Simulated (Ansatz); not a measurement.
Equation of state of MgS

```cif
data_structure
_symmetry_space_group_name_H-M 'P 1'
_symmetry_Int_Tables_number 1
_cell_length_a 3.6793
_cell_length_b 3.6793
_cell_length_c 3.6793
_cell_angle_alpha 60.000
_cell_angle_beta 60.000
_cell_angle_gamma 60.000
_cell_volume 35.22
loop_
_atom_site_label
_atom_site_type_symbol
_atom_site_fract_x
_atom_site_fract_y
_atom_site_fract_z
_atom_site_occupancy
Mg1 Mg 0.00000 0.00000 0.00000 1
S1 S 0.50000 0.50000 0.50000 1
```

The runs use the primitive cell with vectors (0.000, 2.602, 2.602), (2.602, 0.000, 2.602), (2.602, 2.602, 0.000) Å, to which the k mesh refers.

The cell is COD entry 9008672, as deposited and not checked against the literature; nothing was relaxed.

All numbers are computed: DFT, PBE, all-electron LAPW, scalar-relativistic (Ansatz 0.2.0); DFT, PBE, PAW with Ansatz's default frozen-core files, scalar-relativistic (Ansatz 0.2.0).

For LAPW: a Γ-centred 10×10×10 k mesh, Fermi–Dirac smearing of 0.03 eV, basis error target 0.25 meV/atom, no spin polarisation. PAW takes a cutoff of 420 eV at this cell. The Ansatz runs share mesh, smearing and spin set-up. Plane-wave (PAW) pressures include the program's estimate of the Pulay term.

The cell above is scaled evenly, with fractional coordinates and shape held.

```csv
V/V(cell),V (Å³/atom),"P, LAPW (GPa)","P, PAW (GPa)","gap on the k mesh, LAPW (eV)"
0.9500,16.729,5.62,5.63,2.89
0.9750,17.169,3.24,3.26,2.84
1.0000,17.609,1.15,1.16,2.79
1.0250,18.050,-0.70,-0.69,2.73
1.0500,18.490,-2.33,-2.32,2.68
```

Problem. What do Birch–Murnaghan fits to the pressures give?

Solution. LAPW: V0 = 17.88 Å³/atom, B0 = 74 GPa, B0′ = 4.1; PAW: V0 = 17.88 Å³/atom, B0 = 74 GPa, B0′ = 4.1.

PAW's V0 lies 0.01 % from the all-electron value and its B0 0.1 %. Symmetry fixes shape and coordinates here, so this is the relaxed modulus.
